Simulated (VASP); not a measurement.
# Mo in VASP: notebook

Runs on Mo. Level: PBE. Tasks: single point.

Program: VASP 6.6.1. These are calculated values, not measurements. Logs are shortened: lines on timing, memory, paths and dates and some standing lists are left out, and cuts for length are marked.

## Step 1: The slab as given

The cell holds a slab with vacuum, 9 atoms: a = 2.703 Å, b = 2.707 Å, c = 28.661 Å, α = 90.00°, β = 90.00°, γ = 59.85°.

The cell was built by a generator and needn't be a form met in nature.

## Step 2: Single point, PBE

INCAR

```
ALGO = Fast
EDIFF = 1E-7
ENCUT = 520
GGA = PE
ISIF = 2
ISMEAR = 1
LASPH = T
LCHARG = F
LREAL = F
LWAVE = F
NBANDS = 73
NELM = 100
PREC = Accurate
SIGMA = 0.15
```

KPOINTS

```
k-points
0
Gamma
  6 6 1
```

POSCAR

```
Mo
1.0
   -2.7032350000      0.0000000000      0.0000000000
   -1.3598330000      2.3407000000      0.0000000000
    0.0000000000      0.0000000000    -28.6612360000
Mo
9
Direct
    0.7777228712      0.8723279361      0.9618704511
    0.4828061548      0.4683269962      0.8870460785
    0.1494122421      0.1754727218      0.8038094728
    0.8134969621      0.8695373179      0.7288980489
    0.4474245326      0.5783940701      0.6501194854
    0.1756560403      0.0995257829      0.5720569762
    0.7765199346      0.8249638997      0.4931321873
    0.5225401168      0.4805062588      0.4152805901
    0.1438514930      0.2043777502      0.3424716575
```

Potentials or basis: VASP PAW PBE potentials, release 64 (Mo_sv).

The run is started by

```sh
cat potpaw_PBE.64/Mo_sv/POTCAR > POTCAR
mpirun -np 1 vasp_std > vasp.out
```

OUTCAR:

```text
EDIFF = 1E-7
   ENCUT = 520
   GGA = PE
   ISIF = 2
   ISMEAR = 1
   LASPH = T
   LREAL = F
   NELM = 100
   PREC = Accurate

 ion  position               nearest neighbor table
   1  0.778  0.872  0.962-   2 2.56   2 2.70   2 2.71
   2  0.483  0.468  0.887-   1 2.56   1 2.70   1 2.71   3 2.80   3 2.85   3 2.90
   3  0.149  0.175  0.804-   4 2.62   4 2.65   4 2.69   2 2.80   2 2.85   2 2.90
   4  0.813  0.870  0.729-   3 2.62   3 2.65   3 2.69   5 2.70   5 2.74   5 2.80
   5  0.447  0.578  0.650-   6 2.55   4 2.70   4 2.74   4 2.80   6 2.83   6 2.86
   6  0.176  0.100  0.572-   5 2.55   7 2.66   7 2.76   5 2.83   7 2.83   5 2.86
   7  0.777  0.825  0.493-   8 2.64   6 2.66   8 2.72   6 2.76   6 2.83   8 2.83
   8  0.523  0.481  0.415-   9 2.54   9 2.59   7 2.64   9 2.69   7 2.72   7 2.83
   9  0.144  0.204  0.342-   8 2.54   8 2.59   8 2.69

  LATTYP: Found a simple monoclinic cell.
 ALAT       =     2.6988155594
 B/A-ratio  =    10.6199313622
 C/A-ratio  =     1.0016375482
 COS(beta)  =    -0.4977746609

  Lattice vectors:

 A1 = (  -1.3434020000,  -2.3407000000,   0.0000000000)
 A2 = (   0.0000000000,   0.0000000000, -28.6612360000)
 A3 = (   2.7032350000,   0.0000000000,   0.0000000000)

Analysis of symmetry for initial positions (statically):
=====================================================================
 Subroutine PRICEL returns:
 Original cell was already a primitive cell.

 Routine SETGRP: Setting up the symmetry group for a
 simple monoclinic supercell.

 Subroutine GETGRP returns: Found  1 space group operations
 (whereof  1 operations were pure point group operations)
 out of a pool of  4 trial point group operations.

The static configuration has the point symmetry C_1 .

Analysis of symmetry for dynamics (positions and initial velocities):
=====================================================================
 Subroutine PRICEL returns:
 Original cell was already a primitive cell.

 Routine SETGRP: Setting up the symmetry group for a
 simple monoclinic supercell.

 Subroutine GETGRP returns: Found  1 space group operations
 (whereof  1 operations were pure point group operations)
 out of a pool of  4 trial point group operations.

The dynamic configuration has the point symmetry C_1 .

 Subroutine INISYM returns: Found  1 space group operations
 (whereof  1 operations are pure point group operations),
 and found     1 'primitive' translations

----------------------------------------------------------------------------------------

                                     Primitive cell

  volume of cell :     181.3529

  direct lattice vectors                    reciprocal lattice vectors
    -2.703235000  0.000000000  0.000000000    -0.369927143 -0.214909701  0.000000000
    -1.359833000  2.340700000  0.000000000     0.000000000  0.427222626  0.000000000
     0.000000000  0.000000000-28.661236000     0.000000000  0.000000000 -0.034890331

  length of vectors
     2.703235000  2.707032005 28.661236000     0.427822709  0.427222626  0.034890331

  position of ions in fractional coordinates (direct lattice)
     0.777722871  0.872327936  0.961870451
     0.482806155  0.468326996  0.887046078
     0.149412242  0.175472722  0.803809473
     0.813496962  0.869537318  0.728898049
     0.447424533  0.578394070  0.650119485
     0.175656040  0.099525783  0.572056976
     0.776519935  0.824963900  0.493132187
     0.522540117  0.480506259  0.415280590
     0.143851493  0.204377750  0.342471657

  ion indices of the primitive-cell ions
   primitive index   ion index
                 1           1
                 2           2
                 3           3
                 4           4
                 5           5
                 6           6
                 7           7
                 8           8
                 9           9

----------------------------------------------------------------------------------------

 KPOINTS: k-points

Automatic generation of k-mesh.
 Grid dimensions read from file:
 generate k-points for:    6    6    1

 Generating k-lattice:

  Cartesian coordinates                     Fractional coordinates (reciprocal lattice)
    -0.061654524 -0.035818283  0.000000000     0.166666667  0.000000000  0.000000000
     0.000000000  0.071203771  0.000000000     0.000000000  0.166666667  0.000000000
     0.000000000  0.000000000 -0.034890331     0.000000000  0.000000000  1.000000000

  Length of vectors
     0.071303785  0.071203771  0.034890331

  Shift w.r.t. Gamma in fractional coordinates (k-lattice)
     0.000000000  0.000000000  0.000000000

 Subroutine IBZKPT returns following result:
 ===========================================

 Found     20 irreducible k-points:

 Following reciprocal coordinates:
            Coordinates               Weight
  0.000000  0.000000  0.000000      1.000000
  0.166667 -0.000000  0.000000      2.000000
  0.333333 -0.000000  0.000000      2.000000
  0.500000 -0.000000  0.000000      1.000000
  0.000000  0.166667  0.000000      2.000000
  0.166667  0.166667  0.000000      2.000000
[... 12 lines left out ...]
  0.333333  0.500000  0.000000      2.000000
  0.500000  0.500000  0.000000      1.000000
   k-points           NKPTS =     20   k-points in BZ     NKDIM =     20   number of bands    NBANDS=     73
   number of dos      NEDOS =    301   number of ions     NIONS =      9
   total plane-waves  NPLWV =  86400
   dimension x,y,z NGX =    20 NGY =   20 NGZ =  216
   dimension x,y,z NGXF=    40 NGYF=   40 NGZF=  432
   ions per type =               9
   NGX,Y,Z   is equivalent  to a cutoff of  12.30, 12.28, 12.53 a.u.
   NGXF,Y,Z  is equivalent  to a cutoff of  24.60, 24.57, 25.06 a.u.
 SYSTEM =  unknown system
   PREC   = accura    normal or accurate (medium, high low for compatibility)
   ISTART =      0    job   : 0-new  1-cont  2-samecut
   ICHARG =      2    charge: 1-file 2-atom 10-const
   ISPIN  =      1    spin polarized calculation?
   LNONCOLLINEAR =      F non collinear calculations
   LSORBIT =      F    spin-orbit coupling
   LASPH  =      T    aspherical Exc in radial PAW
   ENCUT  =  520.0 eV  38.22 Ry    6.18 a.u.   5.03  5.03 53.29*2*pi/ulx,y,z
   NELM   =    100;   NELMIN=  2; NELMDL= -5     # of ELM steps
   EDIFF  = 0.1E-06   stopping-criterion for ELM
   LREAL  =      F    real-space projection
   EDIFFG = 0.1E-05   stopping-criterion for IOM
   NSW    =      0    number of steps for IOM
   IBRION =     -1    ionic relax: 0-MD 1-quasi-New 2-CG
   NFREE  =      0    steps in history (QN), initial steepest desc. (CG)
   ISIF   =      2    stress and relaxation
   ISYM   =      2    0-nonsym 1-usesym 2-fastsym
   POTIM  = 0.5000    time-step for ionic-motion
   TEBEG  =    0.0;   TEEND  =   0.0 temperature during run
   PSTRESS=    0.0 pullay stress
   NELECT =     126.0000    total number of electrons
   NUPDOWN=      -1.0000    fix difference up-down
   EMIN   =  10.00;   EMAX   =-10.00  energy-range for DOS
   EFERMI =   0.00;   METHOD = LEGACY
   ISMEAR =     1;   SIGMA  =   0.15  broadening in eV -4-tet -1-fermi 0-gaus
   EFERMI_NEDOS =   21; number of points for ismear=-14 and -15
   IALGO  =     68    algorithm
   IMIX   =      4    mixing-type and parameters
     AMIX     =   0.40;   BMIX     =  1.00
     AMIX_MAG =   1.60;   BMIX_MAG =  1.00
  volume/ion in A,a.u.               =      20.15       135.98
  Fermi-wavevector in a.u.,A,eV,Ry     =   1.449963  2.740032 28.604781  2.102392
  Thomas-Fermi vector in A             =   2.567629
   LORBIT       =      0    0 simple, 1 ext, 2 COOP (PROOUT), +10 PAW based schemes
   GGA     = PE    functional components
   LHFCALC =     F    Hartree Fock is set to
   AEXX    =    0.0000 exact exchange contribution
   IVDW    =     0    specifies the selected vdW correction
   LEPSILON=     F    determine dielectric tensor
   LRPA    =     F    only Hartree local field effects (RPA)
 non-spin polarized calculation
 RMM-DIIS sequential band-by-band and
 Methfessel and Paxton  Order N= 1 SIGMA  =   0.15
  energy-cutoff  :      520.00
  volume of cell :      181.35
 maximum number of plane-waves:      4921
   NGX =  9   NGY = 11   NGZ =107

 number of electron     126.0000006 magnetization

 Free energy of the ion-electron system (eV)
  ---------------------------------------------------
  ext. energy  EPLUGINS =         0.00000000
  ---------------------------------------------------
  free energy    TOTEN  =       -90.63952856 eV

  energy without entropy =      -90.65749514  energy(sigma->0) =      -90.64551742

 E-fermi :   8.4233     XC(G=0): -10.4816

 val. band max:        8.4141092288   @ k =   0.1667   0.1667   0.0000
 cond. band min:       8.4366167199   @ k =   0.0000   0.1667   0.0000
 fundamental gap:      0.0225074912
 Fermi energy:         8.4233390415

 k-point     1 :       0.0000    0.0000    0.0000
  band No.  band energies     occupation
      1     -52.3561      2.00000
      2     -52.3426      2.00000
      3     -52.2681      2.00000
      4     -52.2148      2.00000
      5     -52.1659      2.00000
      6     -52.0925      2.00000
[... 65 lines left out ...]
     72      10.0326     -0.00000
     73      10.2258     -0.00000

 k-point     2 :       0.1667   -0.0000    0.0000
  band No.  band energies     occupation
      1     -52.2794      2.00000
      2     -52.2638      2.00000
      3     -52.1872      2.00000
      4     -52.1393      2.00000
      5     -52.1005      2.00000
      6     -52.0384      2.00000
[... 65 lines left out ...]
     72       8.8304     -0.00085
     73       9.0078     -0.00000

 k-point     3 :       0.3333   -0.0000    0.0000
  band No.  band energies     occupation
      1     -52.1182      2.00000
      2     -52.0970      2.00000
      3     -52.0147      2.00000
      4     -51.9809      2.00000
      5     -51.9647      2.00000
      6     -51.9332      2.00000
[... 1281 lines left out ...]
     72      11.0883     -0.00000
     73      11.3311     -0.00000

 k-point    20 :       0.5000    0.5000    0.0000
  band No.  band energies     occupation
      1     -52.0343      2.00000
      2     -52.0207      2.00000
      3     -51.9169      2.00000
      4     -51.9126      2.00000
      5     -51.8983      2.00000
      6     -51.8750      2.00000
[... 65 lines left out ...]
     72      12.7879      0.00000
     73      13.2858      0.00000

------------------------ aborting loop because EDIFF is reached ----------------------------------------

  FORCE on cell =-STRESS in cart. coord.  units (eV):
  Direction    XX          YY          ZZ          XY          YZ          ZX
  --------------------------------------------------------------------------------------
  -------------------------------------------------------------------------------------
  Total       29.9397225     28.4123761     27.6076247     -0.4066098     -0.2848395      0.2538149
  in kB      264.5049966    251.0115269    243.9018824     -3.5922281     -2.5164387      2.2423491
  external PRESSURE =     253.1394686 kB  Pullay stress =       0.0000000 kB

 VOLUME and BASIS-vectors are now :
 -----------------------------------------------------------------------------
  energy-cutoff  :      520.00
  volume of cell :      181.35
      direct lattice vectors                 reciprocal lattice vectors
    -2.703235000  0.000000000  0.000000000    -0.369927143 -0.214909701  0.000000000
    -1.359833000  2.340700000  0.000000000     0.000000000  0.427222626  0.000000000
     0.000000000  0.000000000-28.661236000     0.000000000  0.000000000 -0.034890331

 POSITION                                       TOTAL-FORCE (eV/Angst)
 -----------------------------------------------------------------------------------
     -3.28859      2.04186    -27.56840         0.003603      0.341746     -2.275085
     -1.94199      1.09621    -25.42384         0.005245     -0.333899      2.087495
     -0.64251      0.41073    -23.03817         0.020011     -0.063092     -2.157940
     -3.38150      2.03533    -20.89112        -0.046208      0.078324      1.107774
     -1.99601      1.35385    -18.63323         0.004963     -0.035901     -0.268726
     -0.61018      0.23296    -16.39586         0.030357      0.023381      0.066971
     -3.22093      1.93099    -14.13378        -0.068885     -0.028073      0.282684
     -2.06596      1.12472    -11.90245        -0.048087     -0.150990     -1.376481
     -0.66678      0.47839     -9.81566         0.099002      0.168504      2.533307
 -----------------------------------------------------------------------------------
    total drift:                                0.000044     -0.000026     -0.000541

  FREE ENERGIE OF THE ION-ELECTRON SYSTEM (eV)
  ---------------------------------------------------
  free  energy   TOTEN  =       -90.6395285594 eV

  energy  without entropy=      -90.6574951406  energy(sigma->0) =      -90.64551742
```

Run time: 8.8 min. Hardware: 1 thread of Intel Xeon 6975P-C (Granite Rapids), shared host; peak memory 0.39 GiB.

What came out:

```yaml
Free_energy: -90.6395 eV
Largest_force: 2.541 eV/Å
Band_gap_on_the_k_mesh: none (metal or under the smearing width)
```

Forces on the atoms (eV/Å):
```
Mo   0.004  0.342 -2.275
Mo   0.005 -0.334  2.087
Mo   0.020 -0.063 -2.158
Mo  -0.046  0.078  1.108
Mo   0.005 -0.036 -0.269
Mo   0.030  0.023  0.067
Mo  -0.069 -0.028  0.283
Mo  -0.048 -0.151 -1.376
Mo   0.099  0.169  2.533
```

Caveat: the k mesh is coarse (spacing up to 0.45 Å⁻¹), so the values aren't converged.

[end of part 1 of 2]
